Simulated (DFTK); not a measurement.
## V under changes of volume

One of the cells (13.891 Å³/atom); the others are scaled copies at fixed shape and fractional positions:

```
V
1.0
    -1.51435    1.51435    1.51435
     1.51435   -1.51435    1.51435
     1.51435    1.51435   -1.51435
V
1
Direct
  0.00000 0.00000 0.00000
```

- Program: DFTK 0.8.2
- Functional: PBEsol
- Potentials or basis: dojo.nc.sr.pbesol.v0_4_1.standard.upf (PBEsol)
- Cutoff: 1143 eV
- k mesh: 12 × 12 × 12
- Occupations: fermi-dirac, width 0.05 eV
- Spin: collinear spin, ferromagnetic start
- Starting moments: [2.0] μB

| volume (Å³/atom) | energy over the lowest point (meV/atom) | pressure (GPa) |
| --- | --- | --- |
| 13.058 | 0.00 | -1.6 |
| 13.336 | 6.13 | -5.4 |
| 13.613 | 18.52 | -8.9 |
| 13.891 | 36.64 | -12.0 |
| 14.169 | 59.99 | -14.8 |
| 14.447 | 88.08 | -17.4 |
| 14.725 | ? | ? |

Task: What does the run at 14.725 Å³/atom give?

Result: Energy over the lowest point 120.42 meV/atom; pressure -19.7 GPa.

Worked out: A Birch-Murnaghan fit of order 3 (a polynomial in V^(-2/3)) to the other rows has its minimum at 12.95 Å³/atom, just outside them, with B0 = V·E''(V) = 193 GPa and B' = 3.4. It gives 120.49 meV/atom at 14.725 Å³/atom, against the run's 120.42, and -dE/dV = -19.8 GPa, against -19.7.

Energies are extrapolated to zero smearing.

Caveats: the minimum lies outside the volumes run.
